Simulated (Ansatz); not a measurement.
A plane-wave DFT run in Ansatz 0.2.0 (scalar-relativistic PAW potentials unless the input names others): input and command.

```yaml
crystal:
  lattice:
    - [4.6399043648, 0.0, 0.0]
    - [0.0, 4.6398884158, 0.0]
    - [0.0, 0.0, 3.0065198672]
  atoms:
    - { symbol: Ti, position: [0.0, 0.0, 0.5] }
    - { symbol: Ti, position: [0.5, 0.5, 0.0] }
    - { symbol: O, position: [0.3056544484, 0.305651104, 0.5] }
    - { symbol: O, position: [0.6943455516, 0.694348896, 0.5] }
    - { symbol: O, position: [0.1943455516, 0.805651104, 0.0] }
    - { symbol: O, position: [0.8056544484, 0.194348896, 0.0] }
basis:
  ecutwfc: 420
kpoints:
  mp_grid: { grid: [6, 5, 11] }
hamiltonian:
  xc: pbe
  hubbard: { sites: [{ species: Ti, l: d, u_eff: 4.0 }] }
scf:
  occupations: { method: gaussian, width: 0.02 }
  max_iter: 80
output:
  forces: true
  eigenvalues: true
  stress: true
```

```bash
ansatz run input.yaml --threads 1 --pin off --max-ram 2560MiB --backend cpu --events-out ev --progress --plain --runs-dir out
```

Abridged log:
```
Warning: the atoms were moved onto the symmetric positions of the space group found under crystal.symmetry.tolerance 1.0e-5 (fractional; ...
Warning: crystal.symmetry: narrowed to the stabiliser of the k-point mesh — unitary ops 16 → 8; excluded 8 operations that carry a point of the 6×5×11 mesh (shift [0, 0, 0]) off the mesh (the run samples exactly the mesh kpoints.mp_grid names, as under crystal.symmetry.detect: false, and its converged state has the mesh's symmetry, not the crystal's; ε∞, the Born charges and the force constants of a linear response (`dielectric:` by the response, `phonons.method: dfpt`) are averaged over those of the crystal's operations that the state keeps within a tolerance, where `mesh_tensors`, `unaverage ...
Basis set: ecut = 420 eV, 1243 PW (Γ), exchange–correlation on 64×64×48 points (8 copies of the dense FFT grid, shifted against one another)
Bands: 30, of which v1, the nominal top of the filled ones, is band 24 counted from 1 (23 counted from 0)
Symmetry: 8 space group operations
k-points: 72 of 330
SCF iter   1: F=—  HF=-7271.401266 eV  |F-HF|=—  |Δ(HF+E_count)|=         —  Δρ=9.36e-2  dr2=5.99e0  ethr=3.10e-3  ⟨swp⟩=5.5  Hψ=8641  notcnv=0
SCF iter   2: F=—  HF=-7270.727113 eV  |F-HF|=—  |Δ(HF+E_count)|=   6.74e-1  Δρ=5.39e-2  dr2=1.12e0  ethr=3.10e-3  ⟨swp⟩=2.7  Hψ=4309  notcnv=0  defer=110
SCF iter   3: F=—  HF=-7270.676607 eV  |F-HF|=—  |Δ(HF+E_count)|=   5.05e-2  Δρ=2.48e-2  dr2=2.94e-1  ethr=2.34e-3  ⟨swp⟩=2.0  Hψ=3224  notcnv=0  defer=110
SCF iter   4: F=—  HF=-7270.745874 eV  |F-HF|=—  |Δ(HF+E_count)|=   6.93e-2  Δρ=6.46e-3  dr2=2.87e-2  ethr=6.12e-4  ⟨swp⟩=2.2  Hψ=3333  notcnv=0  defer=110
SCF iter   5: F=—  HF=-7270.751597 eV  |F-HF|=—  |Δ(HF+E_count)|=   5.72e-3  Δρ=1.80e-3  dr2=3.36e-3  ethr=5.98e-5  ⟨swp⟩=2.7  Hψ=3542  notcnv=0  defer=108
SCF iter   6: F=—  HF=-7270.752986 eV  |F-HF|=—  |Δ(HF+E_count)|=   1.39e-3  Δρ=7.47e-4  dr2=3.70e-4  ethr=6.99e-6  ⟨swp⟩=2.0  Hψ=3330  notcnv=0  defer=107
SCF iter   7: F=—  HF=-7270.752996 eV  |F-HF|=—  |Δ(HF+E_count)|=   9.15e-6  Δρ=1.49e-4  dr2=1.46e-5  ethr=7.71e-7  ⟨swp⟩=1.9  Hψ=2705  notcnv=0  defer=107
SCF iter   8: F=—  HF=-7270.753002 eV  |F-HF|=—  |Δ(HF+E_count)|=   6.19e-6  Δρ=5.77e-5  dr2=2.35e-6  ethr=3.05e-8  ⟨swp⟩=2.1  Hψ=3690  notcnv=0  defer=107
SCF iter   9: F=-7270.753002 eV  HF=-7270.753002 eV  |F-HF|=2.97e-8  |Δ(HF+E_count)|=   3.33e-9  Δρ=6.97e-6  dr2=3.51e-8  ethr=2.08e-10  ⟨swp⟩=8.6  Hψ=9965  notcnv=0
SCF 1 converged in 9 iterations: F = -7270.753002 eV  dr2 = 3.51e-8
SCF converged after 9 iterations
Free energy (F): -7270.753002 eV
Harris-Foulkes:  -7270.753002 eV  (|F-HF|=2.97e-8)
Internal energy: -7270.753002 eV  (E = F + TS)
E sigma→0 (E₀):  -7270.753002 eV
Fermi energy:    10.135161 eV
--- Forces (eV/Å), atoms counted from 1 ---
  atom   1  Ti     0.00000000     0.00000000     0.00000000
  atom   2  Ti     0.00000000     0.00000000     0.00000000
  atom   3  O     -0.00068725    -0.00070265     0.00000000
  atom   4  O      0.00068725     0.00070265     0.00000000
  atom   5  O      0.00068725    -0.00070265     0.00000000
  atom   6  O     -0.00068725     0.00070265     0.00000000
--- Stress (GPa, compression-positive) ---
        0.041713       0.000000       0.000000
        0.000000       0.042641       0.000000
        0.000000       0.000000      -0.016363
  P = ⅓ Tr σ = 0.0227 GPa (0.227 kbar)
Occupation matrices written to <dir>
```

One setting here is unusual or wrong in general: a mesh that breaks the symmetry (kpoints.mp_grid.grid: [6, 6, 10] → [6, 5, 11]). For this cell it did little harm to the result: the run converged in 9 SCF iterations with an energy at zero smearing 0.02 meV/atom above the reference's, pressure 0.02 GPa, largest force 0.001 eV/Å, gap on the mesh 2.30 eV. The program drops the symmetry operations that the mesh breaks, which leaves more k-points to solve, 72 here. A reference run on usual settings, whose relaxation ended at this geometry, converged, and the end of its own relaxation has pressure 0.02 GPa, largest force 0.001 eV/Å, gap on the mesh 2.26 eV.

The run took 10 s on 1 thread of Arm Neoverse V2, with other jobs on the host, peak memory 0.48 GiB.